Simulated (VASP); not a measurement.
PbF2 (Fluorocronite):

```
CELL_PARAMETERS angstrom
0.00000 2.96366 2.96366
2.96366 0.00000 2.96366
2.96366 2.96366 0.00000
ATOMIC_POSITIONS crystal
Pb 0.00000 0.00000 0.00000
F 0.75000 0.75000 0.75000
F 0.25000 0.25000 0.25000
```

* Program: VASP 6.6.1
* Task: single point
* Functional: PBEsol
* Potentials or basis: VASP PAW PBE potentials, release 64 (Pb_d, F)
* Cutoff: 520 eV
* k mesh: 8 × 8 × 8
* Occupations: fermi-dirac, width 0.05 eV
* Spin: no spin polarisation

On this cell: pressure -1.3 GPa; largest force zero by symmetry; band gap on the k mesh 4.30 eV, indirect (least direct gap 4.46 eV).

The same run follows on a disturbed copy (atoms moved at random, drawn with an rms of 0.05 Å):

```
Pb F
1.0
     0.00000    2.96366    2.96366
     2.96366    0.00000    2.96366
     2.96366    2.96366    0.00000
Pb F
1 2
Direct
  0.98240 0.99974 0.00207
  0.75164 0.74372 0.76022
  0.26519 0.24966 0.24220
```

What changes?

The energy moves by +4.1 meV/atom; pressure -1.0 GPa; largest force 0.204 eV/Å; band gap on the k mesh 4.26 eV, indirect (least direct gap 4.45 eV).

Forces in eV/Å, atoms in the order of the input:
```
Pb  -0.028  0.111  0.101
F   -0.075 -0.073  0.071
F    0.104 -0.038 -0.172
```

Stress tensor (GPa, compression positive):
```
-1.03 -0.47  0.04
-0.47 -0.99  0.41
 0.04  0.41 -0.98
```

Caveats: the PAW data sets were made with another functional, which shifts forces and pressure a little; spin-orbit coupling is left out, which as a rule narrows the gap of such compounds by several tenths of an eV.

A k mesh can miss the band edges.
